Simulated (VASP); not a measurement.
Set up this calculation in VASP 6.6.1, as the native input.

```yaml
Task: single point
Functional: PBE
Potentials_or_basis: VASP PAW PBE potentials, release 64 (H, Si)
Cutoff: 450 eV
k_mesh: 4 × 8 × 1
Occupations: gaussian, width 0.05 eV
Spin: no spin polarisation
Dipole_correction: yes
Atoms_held_fixed_from_0: "[0, 1, 2, 3, 4, 5, 6, 7, 8, 9]"
Further_INCAR_settings: PREC = Normal; LREAL = Auto; ALGO = Fast; EDIFF = 1e-06
```

The structure of Si7H2 lies in POSCAR:

```
Si7H2                                   
1.0
    7.7337598000      0.0000000000      0.0000000000
    0.0000000000      3.8668799000      0.0000000000
    0.0000000000      0.0000000000     26.1632170000
  H               Si            
     4    14
Selective dynamics
Direct
     0.5000000000000000    0.6853832999999980    0.3248835999999997   F   F   F
     0.5000000000000000    0.3146167000000020    0.3248835999999997   F   F   F
     0.0000000000000000    0.3146167000000020    0.3248835999999997   F   F   F
     0.0000000000000000    0.6853832999999980    0.3248835999999997   F   F   F
     0.5000000000000000    0.0000000000000000    0.3577666300000004   F   F   F
     0.0000000000000000    0.0000000000000000    0.3577666300000004   F   F   F
     0.7500000000000000    0.0000000000000000    0.4100212299999981   F   F   F
     0.2500000000000000    0.0000000000000000    0.4100212299999981   F   F   F
     0.7500000000000000    0.5000000000000000    0.4622758399999967   F   F   F
     0.2500000000000000    0.5000000000000000    0.4622758399999967   F   F   F
     0.9995546395664947    0.5000000000000000    0.5171279181927928   T   T   T
     0.5001995794046068    0.5000000000000000    0.5119894737243886   T   T   T
     0.0041516680527552    0.0000000000000000    0.5713456244165385   T   T   T
     0.4904695922021075    0.0000000000000000    0.5623871780577784   T   T   T
     0.2634353747846449    0.0000000000000000    0.6222819163737560   T   T   T
     0.7383353519059105    0.0000000000000000    0.6191278952464807   T   T   T
     0.3131868774574343    0.5000000000000000    0.6749296240841326   T   T   T
     0.5959320022133642    0.5000000000000000    0.6468354605373989   T   T   T
```

These files were run (other wordings do the same):

INCAR

```
PREC = Normal ; ENCUT = 450
EDIFF = 1E-6 ; ISMEAR = 0
SIGMA = 0.05 ; LREAL = Auto
LASPH = True ; NELM = 80
ALGO = Fast ; ISIF = 2
LWAVE = False ; LCHARG = False
LDIPOL = True ; IDIPOL = 3
DIPOL = 0.5 0.5 0.472 ; GGA = PE
LVHAR = True ; LVACPOTAV = True
ICORELEVEL = 1
```

KPOINTS

```
regular mesh
0
Gamma
  4 8 1
```

Potentials or basis: VASP PAW PBE potentials, release 64 (H, Si).

Launch:

```sh
$ cat potpaw_PBE.64/H/POTCAR potpaw_PBE.64/Si/POTCAR > POTCAR
$ mpirun -np 8 vasp_std > vasp.out
```

Results of the run:

* Largest force: 0.446 eV/Å
* Band gap on the k mesh: 0.31 eV, indirect (least direct gap 0.81 eV)
* Ionisation potential of the upper face: 5.05 eV

Run time: 35 s on 8 MPI ranks on Intel(R) Xeon(R) 6975P-C (Granite Rapids), on a shared host, peak memory 0.18 GiB a rank.
